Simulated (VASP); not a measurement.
A calculation with VASP 6.6.1 of SnO2 (Cassiterite) (ASE script, structure from a P1 CIF):

Contents of run.py:

```python
from ase.calculators.vasp import Vasp
from ase.dft.bandgap import bandgap
from ase.io import read

atoms = read('SnO2.cif')
calc = Vasp(
    directory='calc',
    xc='pbe',
    pp='PBE',
    setups='gw',
    prec='Accurate',
    encut=550,
    ediff=1e-07,
    ismear=0,
    sigma=0.05,
    lreal=False,
    lasph=True,
    nelm=100,
    algo='Normal',
    isif=2,
    lwave=False,
    lcharg=False,
    kpts=[6, 6, 8],
    gamma=True,
    nbands=35,
)
atoms.calc = calc

print('energy (eV):', atoms.get_potential_energy())
print('free energy (eV):', atoms.get_potential_energy(force_consistent=True))
print('forces (eV/A):')
print(atoms.get_forces())
print('stress (eV/A^3, Voigt):', atoms.get_stress())
print('Fermi level (eV):', calc.get_fermi_level())
gap, top, bottom = bandgap(calc)
print('band gap (eV):', gap, 'from (spin, k, band)', top, 'to', bottom)
```

File SnO2.cif:

```cif
data_SnO2
_cell_length_a 4.73800000
_cell_length_b 4.73800000
_cell_length_c 3.18650000
_cell_angle_alpha 90.00000000
_cell_angle_beta 90.00000000
_cell_angle_gamma 90.00000000
_space_group_name_H-M_alt 'P1'
_space_group_name_Hall 'P 1'
_space_group_IT_number 1
loop_
_space_group_symop_operation_xyz
'x,y,z'
loop_
_atom_site_label
_atom_site_type_symbol
_atom_site_symmetry_multiplicity
_atom_site_Wyckoff_symbol
_atom_site_fract_x
_atom_site_fract_y
_atom_site_fract_z
_atom_site_occupancy
Sn1 Sn 1 a 0.5000000000 0.5000000000 0.5000000000 1
Sn2 Sn 1 a 0.0000000000 0.0000000000 0.0000000000 1
O1 O 1 a 0.8071000000 0.1929000000 0.5000000000 1
O2 O 1 a 0.6929000000 0.6929000000 0.0000000000 1
O3 O 1 a 0.1929000000 0.8071000000 0.5000000000 1
O4 O 1 a 0.3071000000 0.3071000000 0.0000000000 1
```

Potentials or basis: VASP PAW PBE potentials, release 64 (Sn_d_GW, O_GW).

Command:

```console
$ python run.py
```

Write the same calculation in another form: native input, structure from a POSCAR.

As run:

File INCAR:

```
SYSTEM = SnO2
ALGO     = Normal         ! electronic algorithm
EDIFF    = 1E-6           ! SCF threshold, eV
ENCUT    = 550            ! plane-wave cutoff, eV
GGA      = PE             ! functional
ISIF     = 2              ! what is computed and relaxed
ISMEAR   = 0              ! smearing method
LASPH    = .True.         ! aspherical terms in the spheres
LCHARG   = .False.        ! write CHGCAR
LREAL    = .False.        ! projectors in reciprocal space
LWAVE    = .False.        ! write WAVECAR
NBANDS   = 35             ! bands
NELM     = 80             ! most SCF steps
PREC     = Accurate       ! precision mode
SIGMA    = 0.05           ! smearing width, eV
```

KPOINTS

```
k-points
0
Gamma
  6 6 8
  0 0 0
```

File POSCAR:

```
SnO2
1.0
    4.7380000000      0.0000000000      0.0000000000
    0.0000000000      4.7380000000      0.0000000000
    0.0000000000      0.0000000000      3.1865000000
Sn O
2 4
Cartesian
    2.3690000000      2.3690000000      1.5932500000
    0.0000000000      0.0000000000      0.0000000000
    3.8240398000      0.9139602000      1.5932500000
    3.2829602000      3.2829602000      0.0000000000
    0.9139602000      3.8240398000      1.5932500000
    1.4550398000      1.4550398000      0.0000000000
```

Potentials or basis: VASP PAW PBE potentials, release 64 (Sn_d_GW, O_GW).

Command:

```bash
$ cat potpaw_PBE.64/Sn_d_GW/POTCAR potpaw_PBE.64/O_GW/POTCAR > POTCAR
$ mpirun -np 1 vasp_std > vasp.out
```

Both were run:

|  | ASE script, structure from a P1 CIF | native input, structure from a POSCAR |
| --- | --- | --- |
| Pressure | 10.8 GPa | 10.7 GPa |
| Largest force | 0.276 eV/Å | 0.276 eV/Å |
| Band gap on the k mesh | 1.27 eV, direct | 1.27 eV, direct |

Keys that steer only the numerical path or the files written may differ.

Caveat: spin-orbit coupling is left out, which moves the levels of the heavy elements.
